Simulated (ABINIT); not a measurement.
# ZnSe (Stilleite): G0W0 in ABINIT against the exchange cutoff, part 2 of 2

Wanted: the cheapest exchange cutoff that holds the gap of ZnSe (Stilleite).

ABINIT 10.8.3; PBE and many-body steps on it, plane waves. Known limits of the many-body steps: not at the basis limit; exchange with frozen shells missing; no spin-orbit coupling; coarse k mesh.

So far. Step 2 (Screening, 4×4×4 mesh, 91 bands, screening to 163.3 eV): Local fields lower ε∞ by 7 %. On a Γ-centred mesh this coarse the value itself is usually too large, while a short band sum pulls it down.

## 5. 15.6 Ha

Level of this step: G0W0 on PBE, plane waves, norm-conserving pseudopotentials (ABINIT).

The self-energy is evaluated for the states that the input lists, and the levels follow from it, in one-shot runs by the linearised quasiparticle equation.

run.abi reads:

```
acell 3*1.0 Angstrom
rprim 
  -0.000000000000 2.833800000000 2.833800000000
  2.833800000000 0.000000000000 2.833800000000
  2.833800000000 2.833800000000 -0.000000000000
ntypat 2
znucl 30 34
natom 2
typat 1 2
xred 
  0.000000000000 0.000000000000 0.000000000000
  0.250000000000 0.250000000000 0.250000000000
pp_dirpath "pseudos"
pseudos "Zn.upf, Se.upf"
ecut 39
ngkpt 4 4 4
nshiftk 1
shiftk 0 0 0
kptopt 1
chksymbreak 0
istwfk *1
occopt 1
irdwfk 1
optdriver 4
nband 91
gwcalctyp 0
ecutsigx 15.6
symsigma 1
nkptgw 1
kptgw 
  0.0000000000 0.0000000000 0.0000000000
bdgw 
  16 22
ecuteps 6
irdscr 1
ppmodel 1
indata_prefix "in"
outdata_prefix "out"
tmpdata_prefix "tmp"
```

Run with:

```console
OMP_NUM_THREADS=1 mpirun -n 8 abinit run.abi > log
```

Log:

```text
.Version 10.8.3 of ABINIT. v10.8.2 released Aug 2026.

 Symmetries : space group F-4 3 m (#216); Bravais cF (face-center cubic)
[... echo of the input left out ...]
== DATASET  1 ==================================================================
-   mpi_nproc: 8, omp_nthreads: 1 (-1 if OMP is not activated)

--- !DatasetInfo
iteration_state: {dtset: 1, }
dimensions: {natom: 2, nkpt: 8, mband: 91, nsppol: 1, nspinor: 1, nspden: 1, mpw: 3591, }
cutoff_energies: {ecut:  39.0, pawecutdg:  -1.0, }
[...]
20   9.220 -10.891  -5.774  -4.274   0.812  -0.232 -10.207   0.684   9.904
       21   9.220 -10.891  -5.774  -4.274   0.812  -0.232 -10.207   0.684   9.904
       22   9.220 -10.891  -5.774  -4.274   0.812  -0.232 -10.207   0.684   9.904

== END DATASET(S) ==============================================================
================================================================================

 -outvars: echo values of variables after computation  --------
           etotal      0.0000000000E+00
            nband          91
             nkpt           8
          spgroup         216
 [... the other variables as echoed above ...]

 Calculation completed.
```

Elapsed: 3.5 s, on 8 MPI ranks of Intel Xeon Platinum 8488C (Sapphire Rapids), shared host; peak memory 1.1 GiB.

Numbers from this step:

| Property | Result |
| --- | --- |
| G0W0 gap on the points computed | 2.317 eV |
| starting gap on the mesh | 1.288 eV |
| k of the valence top | 0, 0, 0 |
| k of the conduction bottom | 0, 0, 0 |
| least direct G0W0 gap on the computed points | 2.317 eV |

The gap on the mesh goes from 1.29 eV to 2.32 eV, a correction of +1.03 eV.

## 6. 27.3 Ha

Changes to run.abi since step 5:

```diff
@@ -26,3 +26,3 @@
 gwcalctyp 0
-ecutsigx 15.6
+ecutsigx 27.3
 symsigma 1
```

Log:

```text
.Version 10.8.3 of ABINIT. v10.8.2 released Aug 2026.

 Symmetries : space group F-4 3 m (#216); Bravais cF (face-center cubic)
[... echo of the input left out ...]
== DATASET  1 ==================================================================
-   mpi_nproc: 8, omp_nthreads: 1 (-1 if OMP is not activated)

--- !DatasetInfo
iteration_state: {dtset: 1, }
dimensions: {natom: 2, nkpt: 8, mband: 91, nsppol: 1, nspinor: 1, nspden: 1, mpw: 3591, }
cutoff_energies: {ecut:  39.0, pawecutdg:  -1.0, }
[...]
20   9.220 -10.891  -5.944  -4.274   0.812  -0.232 -10.345   0.546   9.766
       21   9.220 -10.891  -5.944  -4.274   0.812  -0.232 -10.345   0.546   9.766
       22   9.220 -10.891  -5.944  -4.274   0.812  -0.232 -10.345   0.546   9.766

== END DATASET(S) ==============================================================
================================================================================

 -outvars: echo values of variables after computation  --------
           etotal      0.0000000000E+00
            nband          91
             nkpt           8
          spgroup         216
 [... the other variables as echoed above ...]

 Calculation completed.
```

The job ended after 3.6 s (8 MPI ranks; peak memory 1.1 GiB).

Numbers from this step:

* G0W0 gap on the points computed: 2.497 eV
* starting gap on the mesh: 1.288 eV
* k of the valence top: 0, 0, 0
* k of the conduction bottom: 0, 0, 0
* least direct G0W0 gap on the computed points: 2.497 eV

Against the run before, the gap moves by +0.180 eV.

## 7. 39 Ha

Changes to run.abi since step 6:

```diff
@@ -26,3 +26,3 @@
 gwcalctyp 0
-ecutsigx 27.3
+ecutsigx 39
 symsigma 1
```

Log:

```text
.Version 10.8.3 of ABINIT. v10.8.2 released Aug 2026.

 Symmetries : space group F-4 3 m (#216); Bravais cF (face-center cubic)
[... echo of the input left out ...]
== DATASET  1 ==================================================================
-   mpi_nproc: 8, omp_nthreads: 1 (-1 if OMP is not activated)

--- !DatasetInfo
iteration_state: {dtset: 1, }
dimensions: {natom: 2, nkpt: 8, mband: 91, nsppol: 1, nspinor: 1, nspden: 1, mpw: 3591, }
cutoff_energies: {ecut:  39.0, pawecutdg:  -1.0, }
[...]
20   9.220 -10.891  -5.994  -4.274   0.812  -0.232 -10.385   0.505   9.725
       21   9.220 -10.891  -5.994  -4.274   0.812  -0.232 -10.385   0.505   9.725
       22   9.220 -10.891  -5.994  -4.274   0.812  -0.232 -10.385   0.505   9.725

== END DATASET(S) ==============================================================
================================================================================

 -outvars: echo values of variables after computation  --------
           etotal      0.0000000000E+00
            nband          91
             nkpt           8
          spgroup         216
 [... the other variables as echoed above ...]

 Calculation completed.
```

Elapsed: 3.7 s, on 8 MPI ranks; peak memory 1.1 GiB; 28 s of CPU time.

This step gave:

```
G0W0 gap on the points computed              : 2.54 eV
starting gap on the mesh                     : 1.288 eV
k of the valence top                         : 0, 0, 0
k of the conduction bottom                   : 0, 0, 0
least direct G0W0 gap on the computed points : 2.54 eV
```

Against the run before, the gap moves by +0.043 eV.

## 8. Side by side

Times are wall times on 8 MPI ranks of Intel Xeon Platinum 8488C (Sapphire Rapids), shared host, good to a factor of about two. A run's time includes the screening step that it read.

```csv
run,mesh,bands,screening cutoff (eV),DFT gap (eV),gap on the mesh (eV),direct (eV),ε∞ used,time
3.9 Ha,4×4×4,91,163.3,1.288,1.954,1.954,14.01,20 s
7.8 Ha,4×4×4,91,163.3,1.288,2.090,2.090,14.01,21 s
15.6 Ha,4×4×4,91,163.3,1.288,2.317,2.317,14.01,20 s
27.3 Ha,4×4×4,91,163.3,1.288,2.497,2.497,14.01,21 s
39 Ha,4×4×4,91,163.3,1.288,2.540,2.540,14.01,21 s
```

## 9. Outcome

| Quantity | Value |
| --- | --- |
| 3.9 Ha | 1.954 eV |
| 7.8 Ha | 2.090 eV |
| 15.6 Ha | 2.317 eV |
| 27.3 Ha | 2.497 eV |
| 39 Ha | 2.540 eV |
| known limits | not at the basis limit; exchange with frozen shells missing; no spin-orbit coupling; coarse k mesh |

The setting moved: exchange cutoff. From 3.9 Ha to 39 Ha the gap moves by +0.59 eV. The last step still moves it by +0.043 eV. Bands and screening cutoff are coupled, so a series along one setting does not show full convergence. Below the screening cutoff the correlation part is cut too. Bands and cutoff are finite, so the gap is not at the basis limit. The miss can reach some tenths of an eV and take either sign; the mesh is an error of its own. In the G0W0 runs levels were corrected at 1 k point alone, so a gap called «on the mesh» is the least over those, and an edge elsewhere would be missed. The 4×4×4 mesh is coarse for this cell, which bears on the long-range parts of exchange and screening. The norm-conserving file of at least one element keeps a d shell over frozen s and p shells of the same row. Exchange with those shells is missing from the self-energy, an error of 0.3 to 0.9 eV in cases checked, whose sign depends on which edge lies on those atoms. The many-body steps are scalar-relativistic: spin-orbit coupling is not in them.

[Paths, hosts, dates, memory and timing lines, banners, echoed tables and standing remarks are left out of the program output.]

[Logs are printed without paths, hosts, clocks, repeated set-up lines and the standing remarks that a program may print on its own settings, such as how far it seeks lower states.]

[Runs of the session that timed out or met a known fault of the program may be left out.]

[Hosts, paths, dates, database ids (printed as entryN), source tags and the programs' standing remarks are cut or masked in the printed files.]

[G0W0 gaps are taken among the corrected bands and points alone; a level outside them can change the order at an edge.]

[Where Ansatz stands beside ABINIT at settings called matched, ABINIT's density can come from a denser mesh and the files from another edition; pairs whose starting gaps differed by over 0.03 eV were left out, so agreement reads better than it is.]
